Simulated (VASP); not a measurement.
# VASP 6.6.1, PBE single-point calculation, MgS (strained rocksalt)

INCAR

```
IBRION = -1
ENCUT = 520
ISIF = 2
EDIFF = 1E-7
PREC = Accurate
LREAL = .FALSE.
SIGMA = 0.02
ISMEAR = -1
LASPH = .TRUE.
GGA = PE
NSW = 0
LWAVE = .FALSE.
LCHARG = .FALSE.
NBANDS = 11
NELM = 120
```

KPOINTS

```
KPOINTS created by Atomic Simulation Environment
0
Gamma
8 8 8
0 0 0
```

KPOINTS_OPT

```
special points
7
Reciprocal
0.0000000000 0.0000000000 0.0000000000 1
0.5000000000 0.0000000000 0.5000000000 1
0.6250000000 0.2500000000 0.6250000000 1
0.3750000000 0.3750000000 0.7500000000 1
0.5000000000 0.5000000000 0.5000000000 1
0.5000000000 0.2500000000 0.7500000000 1
0.5000000000 0.5000000000 0.0000000000 1
```

POSCAR

```
Mg S
 1.0000000000000000
     0.0000000000000000    2.6795634751000001    2.5593409339000002
     2.6795634751000001    0.0000000000000000    2.5593409339000002
     2.6795634751000001    2.6795634751000001    0.0000000000000000
 Mg  S
   1   1
Cartesian
  0.0000000000000000  0.0000000000000000  0.0000000000000000
  2.6795634750999997  2.6795634750999997  2.5593409339000002
```

VASP ran with the recommended PBE PAW datasets (8 valence electrons in the cell).

Command

```
mpirun -np 1 vasp_std
```

From OUTCAR

```
k-points           NKPTS =     59   k-points in BZ     NKDIM =     59   number of bands    NBANDS=     11

   NELECT =       8.0000    total number of electrons

   dimension x,y,z NGX =    28 NGY =   28 NGZ =   28
   dimension x,y,z NGXF=    56 NGYF=   56 NGZF=   56

  energy-cutoff  :      520.00
  volume of cell :       36.75
      direct lattice vectors                 reciprocal lattice vectors
     0.000000000  2.679563475  2.559340934    -0.186597558  0.186597558  0.195362796
     2.679563475  0.000000000  2.559340934     0.186597558 -0.186597558  0.195362796
     2.679563475  2.679563475  0.000000000     0.186597558  0.186597558 -0.195362796

 k-points in reciprocal lattice and weights: KPOINTS created by Atomic Simulation Env
   0.00000000  0.00000000  0.00000000       0.002
   0.12500000  0.00000000  0.00000000       0.016
   0.25000000  0.00000000  0.00000000       0.016
   0.37500000 -0.00000000  0.00000000       0.016
   0.50000000  0.00000000  0.00000000       0.008
   0.12500000  0.12500000  0.00000000       0.004
   0.25000000  0.12500000  0.00000000       0.016
   0.37500000  0.12500000  0.00000000       0.016
   ...

 E-fermi :   3.8689

 k-point     1 :       0.0000    0.0000    0.0000
  band No.  band energies     occupation
      1      -9.0844      2.00000
      2       3.2043      2.00000
      3       3.4197      2.00000
      4       3.4197      2.00000
      5       6.7364      0.00000
      6      11.1891      0.00000
      7      11.1891      0.00000
      8      11.6491      0.00000
      9      13.3448      0.00000
     10      13.9341      0.00000
     11      15.7977      0.00000

 k-point     2 :       0.1250    0.0000    0.0000
  band No.  band energies     occupation
      1      -8.9435      2.00000
      2       2.3146      2.00000
      3       3.2194      2.00000
      4       3.3041      2.00000
      5       7.5529      0.00000
      6      10.9646      0.00000
      7      11.3791      0.00000
      8      11.7486      0.00000
      9      12.7740      0.00000
     10      13.1930      0.00000
     11      15.7187      0.00000

 k-point     3 :       0.2500    0.0000    0.0000
  band No.  band energies     occupation
      1      -8.5646      2.00000
      2       0.6416      2.00000
      3       3.0533      2.00000
      4       3.0551      2.00000
      5       8.1396      0.00000
      6      10.8622      0.00000
      7      11.2892      0.00000
      8      11.5244      0.00000
      9      13.5533      0.00000
     10      13.5885      0.00000
     11      15.0135      0.00000

 k-point     4 :       0.3750   -0.0000    0.0000
  band No.  band energies     occupation
      1      -8.1078      2.00000
      2      -0.7198      2.00000
      3       2.8335      2.00000
      4       2.9130      2.00000
      5       7.9420      0.00000
      6      10.2113      0.00000
      7      10.7300      0.00000
      8      12.6781      0.00000
      9      14.7319      0.00000
     10      15.4420      0.00000
     11      15.5625      0.00000

 k-point     5 :       0.5000    0.0000    0.0000
  band No.  band energies     occupation
      1      -7.8843      2.00000
      2      -1.2602      2.00000
      3       2.7496      2.00000
      4       2.8586      2.00000
      5       7.8138      0.00000
      6       9.9758      0.00000
      7      10.4935      0.00000
      8      13.0093      0.00000
      9      15.2712      0.00000
     10      17.3471      0.00000
     11      17.7968      0.00000

 k-point     6 :       0.1250    0.1250    0.0000
  band No.  band energies     occupation
      1      -8.8830      2.00000
      2       2.2228      2.00000
      3       3.0735      2.00000
      4       3.0735      2.00000
      5       7.8931      0.00000
      6      10.5547      0.00000
      7      11.7988      0.00000
      8      11.7988      0.00000
      9      12.2056      0.00000
     10      13.6296      0.00000
     11      16.4181      0.00000

 k-point     7 :       0.2500    0.1250    0.0000
  band No.  band energies     occupation
      1      -8.5729      2.00000
      2       1.0077      2.00000
      3       2.7645      2.00000
      4       2.8452      2.00000
      5       8.6054      0.00000
      6      10.1820      0.00000
      7      11.0330      0.00000
      8      11.8221      0.00000
      9      12.9205      0.00000
     10      14.2545      0.00000
     11      16.3041      0.00000

 k-point     8 :       0.3750    0.1250    0.0000
  band No.  band energies     occupation
      1      -8.1341      2.00000
      2      -0.3156      2.00000
      3       2.5552      2.00000
      4       2.5591      2.00000
      5       8.4637      0.00000
      6      10.1517      0.00000
      7      11.0891      0.00000
      8      11.4315      0.00000
      9      14.3242      0.00000
     10      16.1482      0.00000
     11      16.2861      0.00000

 k-point     9 :       0.5000    0.1250    0.0000
  band No.  band energies     occupation
      1      -7.8293      2.00000
      2      -1.0481      2.00000
      3       2.2712      2.00000
      4       2.5446      2.00000
      5       8.3375      0.00000
      6       9.7753      0.00000
      7      10.5541      0.00000
      8      13.0237      0.00000
      9      14.9728      0.00000
     10      17.1667      0.00000
     11      17.6982      0.00000

 k-point    10 :      -0.3750    0.1250    0.0000
  band No.  band energies     occupation
      1      -7.9262      2.00000
      2      -0.8102      2.00000
      3       2.1214      2.00000
      4       2.7236      2.00000
      5       8.5376      0.00000
      6       9.8203      0.00000
      7      10.4336      0.00000
      8      12.9816      0.00000
      9      15.1937      0.00000
     10      15.7433      0.00000
     11      17.5680      0.00000

 k-point    11 :      -0.2500    0.1250    0.0000
  band No.  band energies     occupation
      1      -8.3308      2.00000
      2       0.2702      2.00000
      3       2.1842      2.00000
      4       3.0212      2.00000
      5       8.8796      0.00000
      6      10.3699      0.00000
      7      10.7775      0.00000
      8      11.3662      0.00000
      9      13.0999      0.00000
     10      15.9035      0.00000
     11      16.4488      0.00000

 k-point    12 :      -0.1250    0.1250    0.0000
  band No.  band energies     occupation
      1      -8.7358      2.00000
      2       1.6044      2.00000
      3       2.5573      2.00000
      4       3.2777      2.00000
      5       8.4551      0.00000
      6      10.6129      0.00000
      7      11.3440      0.00000
      8      11.5596      0.00000
      9      11.8040      0.00000
     10      14.1300      0.00000
     11      17.2227      0.00000

 k-point    13 :       0.2500    0.2500    0.0000
  band No.  band energies     occupation
      1      -8.3518      2.00000
      2       0.7908      2.00000
      3       2.3893      2.00000
      4       2.3893      2.00000
      5       8.3029      0.00000
      6       9.0719      0.00000
      7      11.5140      0.00000
      8      13.1912      0.00000
      9      13.1912      0.00000
     10      14.4337      0.00000
     11      18.3762      0.00000

 k-point    14 :       0.3750    0.2500    0.0000
  band No.  band energies     occupation
      1      -7.9889      2.00000
      2       0.0107      2.00000
      3       1.9625      2.00000
      4       2.1424      2.00000
      5       7.7419      0.00000
      6       9.0158      0.00000
      7      11.8334      0.00000
      8      12.8283      0.00000
      9      14.6032      0.00000
     10      16.1678      0.00000
     11      18.8815      0.00000

 k-point    15 :       0.5000    0.2500    0.0000
  band No.  band energies     occupation
      1      -7.6850      2.00000
      2      -0.5515      2.00000
      3       1.3454      2.00000
      4       2.1218      2.00000
      5       7.5995      0.00000
      6       9.9036      0.00000
      7      12.0034      0.00000
      8      12.0591      0.00000
      9      15.6055      0.00000
     10      17.7309      0.00000
     11      18.7228      0.00000

 k-point    16 :      -0.3750    0.2500    0.0000
  band No.  band energies     occupation
      1      -7.6754      2.00000
      2      -0.4798      2.00000
      3       0.8969      2.00000
      4       2.3338      2.00000
      5       7.9675      0.00000
      6      10.5605      0.00000
      7      11.5259      0.00000
      8      12.4454      0.00000
      9      15.1303      0.00000
     10      15.3873      0.00000
     11      18.4544      0.00000

 ...

  Total       -0.7448632     -0.7448632      0.1907470      0.0000000      0.0000000      0.0000000
  in kB      -32.4713882    -32.4713882      8.3153799      0.0000000      0.0000000      0.0000000
  external PRESSURE =     -18.8757988 kB  Pullay stress =       0.0000000 kB

 POSITION                                       TOTAL-FORCE (eV/Angst)
 -----------------------------------------------------------------------------------
      0.00000      0.00000      0.00000        -0.000000      0.000000      0.000000
      2.67956      2.67956      2.55934         0.000000     -0.000000      0.000000
 -----------------------------------------------------------------------------------
    total drift:                                0.000000      0.000000      0.000000

  FREE ENERGIE OF THE ION-ELECTRON SYSTEM (eV)
  ---------------------------------------------------
  free  energy   TOTEN  =        -8.4813741519 eV

  energy  without entropy=       -8.4813741519  energy(sigma->0) =       -8.48137415
```

- gap between bands v and c: 2.50 eV
- least direct gap: 3.32 eV
- pressure: -1.9 GPa

Band v is the last that the valence electrons fill when counted band by band, and c is the next.

The run took about 19 s on one core of a shared host (Intel Xeon Platinum 8488C) and held 0.18 GiB at most.
